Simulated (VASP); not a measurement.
Se in VASP: the effect of exact exchange

Crystal: Se.

```
Se
1.0
     2.63497    0.00000    0.00000
     0.00000    2.63497    0.00000
     0.00000    0.00000    4.35487
Se
1
Cartesian
  1.3175 1.3175 0.0000
```

The cell was built by a generator and needn't be a form met in nature.

Alike in all runs:

```yaml
Program: VASP 6.6.1
Task: single point
Functional: PBE0(alpha)
Potentials_or_basis: VASP PAW PBE potentials, release 64 (Se)
Cutoff: 520 eV
k_mesh: 5 × 5 × 3
Occupations: fermi-dirac, width 0.05 eV
Spin: no spin polarisation
```

```csv
exact exchange,pressure (GPa)
0.05,-1.0
0.1,-1.7
0.15,-2.3
0.2,-2.9
0.25,-3.5
0.3,?
0.4,-5.3
0.5,-6.5
```

What does the run with exact exchange 0.3 give?

Pressure -4.1 GPa.

Worked out: A straight line through the other rows of the pressure, of slope -12.1 GPa per unit of exact exchange, gives -4.1 GPa, against the run's -4.1.

Caveats: all runs use coarse meshes; the PAW data sets were made with another functional, which shifts forces and pressure a little.
